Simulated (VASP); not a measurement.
# LiCl (P6_3/mmc) in VASP: notebook, part 2 of 2

VASP 6.6.1. The steps go on from the part before.

### Step 3. Single point, HSE06

The input, POSCAR:

```
LiCl
1.0
    4.1618736060      0.0000000000      0.0000000000
   -2.0809368030      3.6042882701      0.0000000000
    0.0000000000      0.0000000000      5.2325458168
Li Cl
2 2
Direct
    0.3333333333      0.6666666667      0.2500000000
    0.6666666667      0.3333333333      0.7500000000
    0.6666666667      0.3333333333      0.2500000000
    0.3333333333      0.6666666667      0.7500000000
```

The input, INCAR.step1:

```
SYSTEM = LiCl
  ALGO = Normal
  EDIFF = 1E-5
  ENCUT = 520
  GGA = PE
  ISIF = 2
  ISMEAR = 0
  LASPH = .TRUE.
  LCHARG = .FALSE.
  LREAL = .FALSE.
  LWAVE = .TRUE.
  NBANDS = 18
  NELM = 100
  PREC = Accurate
  SIGMA = 0.01
```

The input, INCAR.step2:

```
SYSTEM = LiCl
  ALGO = Normal
  EDIFF = 1E-6
  ENCUT = 520
  GGA = PE
  HFSCREEN = 0.2079
  ISIF = 2
  ISMEAR = 0
  ISTART = 1
  LASPH = .TRUE.
  LCHARG = .FALSE.
  LHFCALC = .TRUE.
  LREAL = .FALSE.
  LWAVE = .FALSE.
  NBANDS = 18
  NELM = 100
  PREC = Accurate
  PRECFOCK = Normal
  SIGMA = 0.01
```

The input, KPOINTS:

```
k-points
0
G
  6 6 2
  0 0 0
```

Potentials or basis: VASP PAW PBE potentials, release 64 (Li_sv, Cl).

Run with:

```
$ cat potpaw_PBE.64/Li_sv/POTCAR potpaw_PBE.64/Cl/POTCAR > POTCAR
$ cp INCAR.step1 INCAR
$ mpirun -np 1 vasp_std > vasp.out
$ cp INCAR.step2 INCAR
$ mpirun -np 1 vasp_std > vasp.out
```

OUTCAR:

```text
SYSTEM = LiCl
   EDIFF = 1E-6
   ENCUT = 520
   GGA = PE
   HFSCREEN = 0.2079
   ISIF = 2
   ISMEAR = 0
   ISTART = 1
   LASPH = .TRUE.
   LHFCALC = .TRUE.
   LREAL = .FALSE.
   NELM = 100
   PREC = Accurate
   PRECFOCK = Normal

 ion  position               nearest neighbor table
   1  0.333  0.667  0.250-   3 2.40   3 2.40   3 2.40   4 2.62   4 2.62
   2  0.667  0.333  0.750-   4 2.40   4 2.40   4 2.40   3 2.62   3 2.62
   3  0.667  0.333  0.250-   1 2.40   1 2.40   1 2.40   2 2.62   2 2.62
   4  0.333  0.667  0.750-   2 2.40   2 2.40   2 2.40   1 2.62   1 2.62

  LATTYP: Found a hexagonal cell.
 ALAT       =     4.1618736060
 C/A-ratio  =     1.2572572625

  Lattice vectors:

 A1 = (   4.1618736060,   0.0000000000,   0.0000000000)
 A2 = (  -2.0809368030,   3.6042882701,   0.0000000000)
 A3 = (   0.0000000000,   0.0000000000,   5.2325458168)

Analysis of symmetry for initial positions (statically):
=====================================================================
 Subroutine PRICEL returns:
 Original cell was already a primitive cell.

 Routine SETGRP: Setting up the symmetry group for a
 hexagonal supercell.

 Subroutine GETGRP returns: Found 24 space group operations
 (whereof 12 operations were pure point group operations)
 out of a pool of 24 trial point group operations.

The static configuration has the point symmetry D_3d.
 The point group associated with its full space group is D_6h.

Analysis of symmetry for dynamics (positions and initial velocities):
=====================================================================
 Subroutine PRICEL returns:
 Original cell was already a primitive cell.

 Routine SETGRP: Setting up the symmetry group for a
 hexagonal supercell.

 Subroutine GETGRP returns: Found 24 space group operations
 (whereof 12 operations were pure point group operations)
 out of a pool of 24 trial point group operations.

The dynamic configuration has the point symmetry D_3d.
 The point group associated with its full space group is D_6h.

 Subroutine INISYM returns: Found 24 space group operations
 (whereof 12 operations are pure point group operations),
 and found     1 'primitive' translations

----------------------------------------------------------------------------------------

                                     Primitive cell

  volume of cell :      78.4913

  direct lattice vectors                    reciprocal lattice vectors
     4.161873606  0.000000000  0.000000000     0.240276398  0.138723643  0.000000000
    -2.080936803  3.604288270  0.000000000     0.000000000  0.277447286  0.000000000
     0.000000000  0.000000000  5.232545817     0.000000000  0.000000000  0.191111561

  length of vectors
     4.161873606  4.161873606  5.232545817     0.277447286  0.277447286  0.191111561

  position of ions in fractional coordinates (direct lattice)
     0.333333333  0.666666667  0.250000000
     0.666666667  0.333333333  0.750000000
     0.666666667  0.333333333  0.250000000
     0.333333333  0.666666667  0.750000000

  ion indices of the primitive-cell ions
   primitive index   ion index
                 1           1
                 2           2
                 3           3
                 4           4

[... 41 lines left out ...]
  0.333333  0.333333  0.500000      2.000000
   k-points           NKPTS =     14   k-points in BZ     NKDIM =     72   number of bands    NBANDS=     18
   number of dos      NEDOS =    301   number of ions     NIONS =      4
   total plane-waves  NPLWV =  40960
   dimension x,y,z NGX =    32 NGY =   32 NGZ =   40
   dimension x,y,z NGXF=    64 NGYF=   64 NGZF=   80
   ions per type =               2   2
   NGX,Y,Z   is equivalent  to a cutoff of  12.78, 12.78, 12.71 a.u.
   NGXF,Y,Z  is equivalent  to a cutoff of  25.56, 25.56, 25.42 a.u.
 SYSTEM =  LiCl
   PREC   = accura    normal or accurate (medium, high low for compatibility)
   ISTART =      1    job   : 0-new  1-cont  2-samecut
   ICHARG =      0    charge: 1-file 2-atom 10-const
   ISPIN  =      1    spin polarized calculation?
   LNONCOLLINEAR =      F non collinear calculations
   LSORBIT =      F    spin-orbit coupling
   LASPH  =      T    aspherical Exc in radial PAW
   ENCUT  =  520.0 eV  38.22 Ry    6.18 a.u.   7.74  7.74  9.73*2*pi/ulx,y,z
   NELM   =    100;   NELMIN=  2; NELMDL=  0     # of ELM steps
   EDIFF  = 0.1E-05   stopping-criterion for ELM
   LREAL  =      F    real-space projection
   EDIFFG = 0.1E-04   stopping-criterion for IOM
   NSW    =      0    number of steps for IOM
   IBRION =     -1    ionic relax: 0-MD 1-quasi-New 2-CG
   NFREE  =      0    steps in history (QN), initial steepest desc. (CG)
   ISIF   =      2    stress and relaxation
   ISYM   =      3    0-nonsym 1-usesym 2-fastsym
   POTIM  = 0.5000    time-step for ionic-motion
   TEBEG  =    0.0;   TEEND  =   0.0 temperature during run
   PSTRESS=    0.0 pullay stress
   NELECT =      20.0000    total number of electrons
   NUPDOWN=      -1.0000    fix difference up-down
   EMIN   =  10.00;   EMAX   =-10.00  energy-range for DOS
   EFERMI =   0.00;   METHOD = LEGACY
   ISMEAR =     0;   SIGMA  =   0.01  broadening in eV -4-tet -1-fermi 0-gaus
   EFERMI_NEDOS =   21; number of points for ismear=-14 and -15
   IALGO  =     38    algorithm
   IMIX   =      1    mixing-type and parameters
     AMIX     =   0.40;   BMIX     =  1.00
     AMIX_MAG =   1.60;   BMIX_MAG =  1.00
  volume/ion in A,a.u.               =      19.62       132.42
  Fermi-wavevector in a.u.,A,eV,Ry     =   1.037873  1.961296 14.655938  1.077181
  Thomas-Fermi vector in A             =   2.172331
   LORBIT       =      0    0 simple, 1 ext, 2 COOP (PROOUT), +10 PAW based schemes
   GGA     = PE    functional components
   LHFCALC =     T    Hartree Fock is set to
   PRECFOCK=normal    Normal, Fast or Accurate (Low or Medium for compatibility)
   ENCUT4O =  -1.0   cutoff for four orbital integrals eV
   NKREDX  =     1    reduce k-point grid by
   NKREDY  =     1    reduce k-point grid by
   NKREDZ  =     1    reduce k-point grid by
   AEXX    =    0.2500 exact exchange contribution
   HFSCREEN=    0.2079 screening length (either q_TF or 0.3 A-1)
   HFSCREENC=   0.2079 screening length for correlation (either q_TF or 0.3 A-1)
   ENCUTFOCK=  -1.0 apply spherical cutoff to Coloumb kernel
   IVDW    =     0    specifies the selected vdW correction
   LEPSILON=     F    determine dielectric tensor
   LRPA    =     F    only Hartree local field effects (RPA)
 non-spin polarized calculation
 Gauss-broadening in eV      SIGMA  =   0.01
  energy-cutoff  :      520.00
  volume of cell :       78.49
 maximum number of plane-waves:      2149
 NGX is ok and might be reduce to    32
  NGX = 24; NGY = 24; NGZ = 30

 number of electron      19.9999992 magnetization

 Free energy of the ion-electron system (eV)
  ---------------------------------------------------
  ext. energy  EPLUGINS =         0.00000000
  ---------------------------------------------------
  free energy    TOTEN  =       -16.92105858 eV

  energy without entropy =      -16.92105858  energy(sigma->0) =      -16.92105858

 E-fermi :  -1.2094     XC(G=0):  -6.6022

 val. band max:       -1.2989591578   @ k =   0.0000   0.0000   0.0000
 cond. band min:       5.6486718141   @ k =   0.0000   0.0000   0.0000
 fundamental gap:      6.9476309719
 Fermi energy:        -1.2093822570

 k-point     1 :       0.0000    0.0000    0.0000
  band No.  band energies     occupation
      1     -47.5730      2.00000
      2     -47.5686      2.00000
      3     -15.9053      2.00000
      4     -15.1079      2.00000
      5      -4.2980      2.00000
      6      -2.7825      2.00000
[... 271 lines left out ...]
      5      -3.8243      2.00000
      6      -3.8243      2.00000
[... 10 lines left out ...]
     17      12.1635      0.00000
     18      12.1636      0.00000

------------------------ aborting loop because EDIFF is reached ----------------------------------------

  FORCE on cell =-STRESS in cart. coord.  units (eV):
  Direction    XX          YY          ZZ          XY          YZ          ZX
  --------------------------------------------------------------------------------------
  -------------------------------------------------------------------------------------
  Total        0.0126068      0.0126068      0.0431306      0.0000000      0.0000000      0.0000000
  in kB        0.2573318      0.2573318      0.8803896      0.0000000      0.0000000      0.0000000
  external PRESSURE =       0.4650177 kB  Pullay stress =       0.0000000 kB

 VOLUME and BASIS-vectors are now :
 -----------------------------------------------------------------------------
  energy-cutoff  :      520.00
  volume of cell :       78.49
      direct lattice vectors                 reciprocal lattice vectors
     4.161873606  0.000000000  0.000000000     0.240276398  0.138723643  0.000000000
    -2.080936803  3.604288270  0.000000000     0.000000000  0.277447286  0.000000000
     0.000000000  0.000000000  5.232545817     0.000000000  0.000000000  0.191111561

 POSITION                                       TOTAL-FORCE (eV/Angst)
 -----------------------------------------------------------------------------------
     -0.00000      2.40286      1.30814        -0.000000      0.000000     -0.000000
      2.08094      1.20143      3.92441         0.000000      0.000000     -0.000000
      2.08094      1.20143      1.30814        -0.000000     -0.000000      0.000000
     -0.00000      2.40286      3.92441         0.000000      0.000000     -0.000000
 -----------------------------------------------------------------------------------
    total drift:                                0.000000     -0.000000     -0.000000

  FREE ENERGIE OF THE ION-ELECTRON SYSTEM (eV)
  ---------------------------------------------------
  free  energy   TOTEN  =       -16.9210585753 eV

  energy  without entropy=      -16.9210585753  energy(sigma->0) =      -16.92105858
```

Wall time 6.9 min (1 thread of Intel Xeon Platinum 8488C (Sapphire Rapids), shared host); peak memory 0.3 GiB.

What came out:

```
Free energy            : -16.9211 eV
Band gap on the k mesh : 6.95 eV, direct
```

Caveat: the k mesh is coarse (spacing up to 0.60 Å⁻¹), so the values aren't converged, least of all with exact exchange; the cutoff is under 1.25 times the usual one of these potentials, so pressure, stress and relaxed cells hold a basis-set (Pulay) error; the PAW data sets were made with another functional, which shifts forces and pressure a little.

### Step 4. Single point, PBE

The input, INCAR:

```
SYSTEM = LiCl
ALGO = Normal ; EDIFF = 1E-6
ENCUT = 520 ; GGA = PE
ISIF = 2 ; ISMEAR = 0
LASPH = .TRUE. ; LCHARG = .FALSE.
LREAL = .FALSE. ; LWAVE = .FALSE.
NBANDS = 18 ; NELM = 100
PREC = Accurate ; SIGMA = 0.01
```

The input, KPOINTS:

```
k-points
0
G
  6 6 4
  0 0 0
```

POSCAR is that of step 3.

Run with:

```
$ cat potpaw_PBE.64/Li_sv/POTCAR potpaw_PBE.64/Cl/POTCAR > POTCAR
$ mpirun -np 1 vasp_std > vasp.out
```

Wall time 18 s (1 thread of Intel Xeon Platinum 8488C (Sapphire Rapids), shared host); peak memory 0.18 GiB.

It converged, with:

| Item | Value |
| --- | --- |
| Free energy | -14.7853 eV |
| Band gap on the k mesh | 5.66 eV, direct |

Levels at points of the mesh, in eV from the valence-band top:
```
           k point  band 7  band 8  band 9  band 10  band 11  band 12  band 13  band 14
(0.00, 0.00, 0.00)   -1.38   -0.60   -0.60     0.00     5.66     8.02     8.79     8.79
(0.50, 0.00, 0.00)   -1.86   -1.41   -0.99    -0.65     7.29     8.48     8.90    10.32
(0.00, 0.00, 0.50)   -1.00   -1.00   -1.00    -1.00     7.61     7.61     8.81     8.81
(0.50, 0.00, 0.50)   -1.32   -1.32   -0.49    -0.49     7.23     7.23     9.25     9.25
```

Caveat: the cutoff is under 1.25 times the usual one of these potentials, so pressure, stress and relaxed cells hold a basis-set (Pulay) error. As with any semilocal functional, this PBE gap is likely too small.
